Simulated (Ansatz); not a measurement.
# ZnO: the cost of one run

Program: Ansatz 0.2.0. Level of theory: DFT r2SCAN, scalar-relativistic, plane waves, PAW. These are calculated values, not measurements.

1 further run of the same task is left out (set aside as unsound or not needed). Runs told in other sessions of the task aren't counted.

### 1 Starting point

The structure is hexagonal, space group P6_3mc (No. 186). Conventional cell: a = 3.235 Å, b = 3.235 Å, c = 5.212 Å, α = 90.00°, β = 90.00°, γ = 120.00°. Zn (site symmetry 3m) is surrounded by 4 O at 1.97 to 1.98 Å. Around O (site symmetry 3m) lie 4 Zn at 1.97 to 1.98 Å.

Structure file:

```cif
data_structure
_symmetry_space_group_name_H-M 'P 1'
_symmetry_Int_Tables_number 1
_cell_length_a 3.2349
_cell_length_b 3.2349
_cell_length_c 5.2123
_cell_angle_alpha 90.000
_cell_angle_beta 90.000
_cell_angle_gamma 120.000
_cell_volume 47.24
loop_
_atom_site_label
_atom_site_type_symbol
_atom_site_fract_x
_atom_site_fract_y
_atom_site_fract_z
_atom_site_occupancy
Zn1 Zn 0.66667 0.33333 0.50043 1
Zn2 Zn 0.33333 0.66667 0.00043 1
O1 O 0.66667 0.33333 0.87988 1
O2 O 0.33333 0.66667 0.37988 1
```

It goes back to an entry of the Materials Project.

This cell was relaxed beforehand with the same method: volume 11.81 Å³/atom, gap on the mesh 1.24 eV.

The unstrained cell comes from an earlier run at this level (4 atoms, E(σ→0) -7789.8530 eV, gap 1.24 eV over the zone).

### 2 At -2.0 %

input.yaml

```yaml
crystal:
  lattice:
    - [3.170171831, 0.0, 0.0]
    - [-1.5850859155, 2.74544934, 0.0]
    - [0.0, 0.0, 5.2748592767]
  atoms:
    - { symbol: Zn, position: [0.6666666667, 0.3333333333, 0.5004294475] }
    - { symbol: Zn, position: [0.3333333333, 0.6666666667, 0.0004294475] }
    - { symbol: O, position: [0.6666666667, 0.3333333333, 0.8798805525] }
    - { symbol: O, position: [0.3333333333, 0.6666666667, 0.3798805525] }
basis:
  ecutwfc: 500
kpoints:
  mp_grid: { grid: [12, 12, 6] }
hamiltonian:
  xc: r2scan
scf:
  occupations: { method: gaussian, width: 0.02 }
output:
  forces: true
  stress: true
  eigenvalues: true
relax:
  adjacent_minimum: "off"
  f_tol: 0.008
  max_steps: 40
  cell: { stress_tol: 0.015, fix: [a, b, gamma] }
```

Started as:

```
$ ansatz run input.yaml --threads 1 --pin off --max-ram 2560MiB --backend cpu --events-out ev --progress --plain --runs-dir out
```

What time and memory should one allow on 1 thread of Intel Xeon Platinum 8259CL at 2.50GHz (Skylake/Cascade Lake), shared host?

About 3.3 min, with a peak of 0.56 GiB.
